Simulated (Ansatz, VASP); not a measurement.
**Two plane-wave programs on NaCl**

The input POSCAR:

```
NaCl
1.0
    0.0000000000      3.1257287305      3.1257287305
    3.1257287305      0.0000000000      3.1257287305
    3.1257287305      3.1257287305      0.0000000000
Na Cl
1 1
Direct
    0.7500000000      0.7500000000      0.7500000000
    0.5000000000      0.5000000000      0.5000000000
```

Contents of INCAR.step1:

```
PREC = Accurate
ENCUT = 520
ISMEAR = 0
SIGMA = 0.02
LREAL = False
LASPH = True
NELM = 60
NBANDS = 14
GGA = PE
ALGO = Normal
EDIFF = 1E-4
LWAVE = True
LCHARG = False
```

Contents of INCAR.step2:

```
PREC = Accurate
ENCUT = 520
EDIFF = 1E-7
ISMEAR = 0
SIGMA = 0.02
LREAL = False
LASPH = True
NELM = 60
ALGO = Normal
ISIF = 2
LWAVE = False
LCHARG = True
METAGGA = R2SCAN
LMIXTAU = True
LELF = True
LVHAR = True
NBANDS = 14
ISTART = 1
```

KPOINTS

```
regular mesh
0
Gamma
  6 6 6
```

Input for Ansatz:

```yaml
crystal:
  lattice:
    - [0.0, 3.1257287305, 3.1257287305]
    - [3.1257287305, 0.0, 3.1257287305]
    - [3.1257287305, 3.1257287305, 0.0]
  atoms:
    - { symbol: Na, position: [0.75, 0.75, 0.75] }
    - { symbol: Cl, position: [0.5, 0.5, 0.5] }
basis:
  ecutwfc: 500
kpoints:
  mp_grid: { grid: [6, 6, 6] }
  band_path:
    path:
      - [[0.0, 0.0, 0.0], [-0.5, -0.5, 0.0], [-0.375, -0.375, 0.25]]
      - [[-0.375, 0.0, 0.375], [0.0, 0.0, 0.0], [0.0, 0.0, 0.5], [-0.5, -0.25, 0.25], [-0.5, -0.5, 0.0]]
    npoints: 14
hamiltonian:
  xc: r2scan
scf:
  occupations: { method: gaussian, width: 0.02 }
  n_extra_bands: 6
output:
  forces: true
  stress: true
  eigenvalues: true
  populations: true
  dos: { projected: true, de: 0.02, nscf_kmesh: { grid: [9, 9, 9] } }
  bader: true
  write_density: true
  write_potential: true
  elf: true
  volumetric_format: npy
```

Alike in both runs: task single point; functional r2SCAN; k mesh 6 × 6 × 6; occupations gaussian, width 0.02 eV; no spin polarisation.

|  | VASP | Ansatz |
| --- | --- | --- |
| version | VASP 6.6.1 | Ansatz 0.2.0 |
| potentials or method | VASP PAW PBE potentials, release 64 (Na_pv, Cl) | scalar-relativistic, plane waves, PAW |
| plane-wave cutoff (eV) | 520 | 500 |
| valence electrons in the cell | 14 | 16 |

Ansatz gave:

- gap on the k mesh at the Fermi level (eV): 5.47
- least direct gap on the mesh (eV): 5.47
- pressure (GPa): -0.6

Q: What did VASP give for the same quantities?

A: gap on the k mesh at the Fermi level (eV): 5.48; least direct gap on the mesh (eV): 5.48; pressure (GPa): -0.7.

With one functional, cell and mesh, what is left measures potentials, basis and numerics. The two sets of potentials don't hold the same shells in valence.

Caveats: the PAW data sets were made with another functional, which shifts forces and pressure a little (VASP).
